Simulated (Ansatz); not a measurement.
Runs of Ansatz 0.2.0 on Pb. It takes space group Fm-3m (No. 225, cubic). The conventional cell has a = 4.950 Å, b = 4.950 Å, c = 4.950 Å, α = 90.00°, β = 90.00°, γ = 90.00°. Pb (site symmetry m-3m) is surrounded by 12 Pb at 3.50 Å. 

| task | level | k mesh | smearing | atoms under strain | gap on the mesh (eV) | pressure (GPa) |
| --- | --- | --- | --- | --- | --- | --- |
| single point | PBE | 9 × 9 × 9 | gaussian 0.05 eV | - | none | 2.2 |
| single point | RPBE | 9 × 9 × 9 | gaussian 0.02 eV | - | none | 3.9 |
| elastic constants | PBEsol | 7 × 7 × 7 | fermi-dirac 0.05 eV | relaxed | none | 0.0 |
| density of states | BLYP+D4 | 9 × 9 × 9 | tetrahedron | - | none | 2.1 |
| single point | RPBE | 9 × 9 × 9 | gaussian 0.05 eV | - | none | 3.9 |
| elastic constants | PBE | 7 × 7 × 7 | fermi-dirac 0.05 eV | relaxed | none | (a) |

Alike in all rows: potentials or basis Ansatz PAW; no spin polarisation; cell as given; cutoff (eV) 420.

Q: Fill in the values left out.

A: (a) 2.9.

Caveats: the PAW data sets come from PBE, with cores solved anew for the run's functional, which leaves a small shift of forces and pressure (some runs); elastic constants of metals need much finer meshes, so these are rough (some runs); pairwise dispersion overbinds metals, which lowers pressure and volume (some runs); with tetrahedron occupations forces and stress needn't match the slope of the energy (some runs).

A k mesh can miss the band edges, and the runs leave out spin-orbit coupling on Pb.

A gap of «none» marks a metal or a gap under the smearing width.
